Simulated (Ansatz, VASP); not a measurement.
**Pb in VASP and in Ansatz**

```
CELL_PARAMETERS angstrom
0.00000 2.43357 2.54389
2.43357 0.00000 2.54389
2.43357 2.43357 0.00000
ATOMIC_POSITIONS crystal
Pb 0.00000 0.00000 0.00000
```

Change from the starting cell: z stretched by +3 % at fixed volume, PAW files.

Alike in both runs: task electric field gradients; functional PBE; k mesh 13 × 13 × 13; occupations fermi-dirac, width 0.08 eV; no spin polarisation.

|  | VASP | Ansatz |
| --- | --- | --- |
| version | VASP 6.6.1 | Ansatz 0.2.0 |
| potentials or method | VASP PAW PBE potentials, release 64 (Pb_d) | PAW with Ansatz's default frozen-core files, scalar-relativistic |
| plane-wave cutoff (eV) | 520 | 420 |
| valence electrons in the cell | 14 | 14 |

VASP gave:

| Quantity | Value |
| --- | --- |
| pressure (GPa) | 2.7 |
| largest component of the traceless stress (GPa) | 0.40 |
| Vzz of the field gradient on the site that differs most (V/Å²) | 26.4 |

Which values does Ansatz return?

Pressure (GPa): 2.8; largest component of the traceless stress (GPa): 0.40; Vzz of the field gradient on the site that differs most (V/Å²): 26.8.

Ansatz warned: «gradients_without_spin_orbit».

The runs have no spin-orbit coupling, so splittings on Pb are missing.
